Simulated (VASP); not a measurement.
Crystal: KI.

```
K I
1.0
     4.05794    0.00000    0.00000
     0.00000    4.29094    0.00000
     0.00000    0.00000    4.29094
K I
1 1
Direct
  0.00000 0.00000 0.00000
  0.50000 0.50000 0.50000
```

The cell was built by a generator and needn't be a form met in nature.

The cell isn't the ideal one: uniaxial_x strain -5.4%.

Base run:

| Quantity | Value |
| --- | --- |
| Program | VASP 6.6.1 |
| Functional | r2SCAN |
| Potentials or basis | VASP PAW PBE potentials, release 64 (K_sv, I) |
| Cutoff | 520 eV |
| k mesh | 6 × 6 × 6 |
| Occupations | gaussian, width 0.01 eV |
| Spin | no spin polarisation |

Its results: band gap on the k mesh 3.90 eV, indirect (least direct gap 4.06 eV); pressure 1.0 GPa.

**Question.** The run is repeated on the same cell with these changes: functional from r2SCAN to HSE06; k mesh from 6 × 6 × 6 to 4 × 4 × 4. What comes out?

**Answer.** Band gap on the k mesh 4.16 eV, indirect (least direct gap 4.50 eV); pressure 1.3 GPa.

Several settings changed at once, so the effect can't be laid on one alone.

Caveats: the PAW data sets were made with another functional, which shifts forces and pressure a little; spin-orbit coupling is left out, which moves the levels of the heavy elements.

A k mesh can miss the band edges.
